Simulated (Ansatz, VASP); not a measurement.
**Zr in VASP and in Ansatz**

```xyz
2
Lattice="3.1603 0.0000 0.0000 -1.5801 2.7369 0.0000 0.0000 0.0000 5.1554" Properties=species:S:1:pos:R:3 pbc="T T T"
Zr    0.0000    1.8246    1.2888
Zr    1.5801    0.9123    3.8665
```

Alike in both runs: functional PBEsol; k mesh 12 × 12 × 7; occupations gaussian, width 0.1 eV; no spin polarisation.

Ansatz relaxed the structure, and its values are those at the end. VASP's run is a single point on that final structure, the one shown.

|  | VASP | Ansatz |
| --- | --- | --- |
| version | VASP 6.6.1 | Ansatz 0.2.0 |
| potentials or method | VASP PAW PBE potentials, release 64 (Zr_sv) | scalar-relativistic, plane waves, PAW |
| plane-wave cutoff (eV) | 520 | 420 |
| valence electrons in the cell | 24 | 24 |

```tsv
	VASP	Ansatz	Ansatz less VASP
gap on the k mesh at the Fermi level (eV)	none	none	-
pressure (GPa)	0.8	0.7	-0.06
```

A gap of «none» marks a metal or a gap that the smearing closes. The functional is the same, so the differences come from potentials, cutoffs and numerics.

Caveats: the PAW data sets were made with another functional, which shifts forces and pressure a little (VASP).
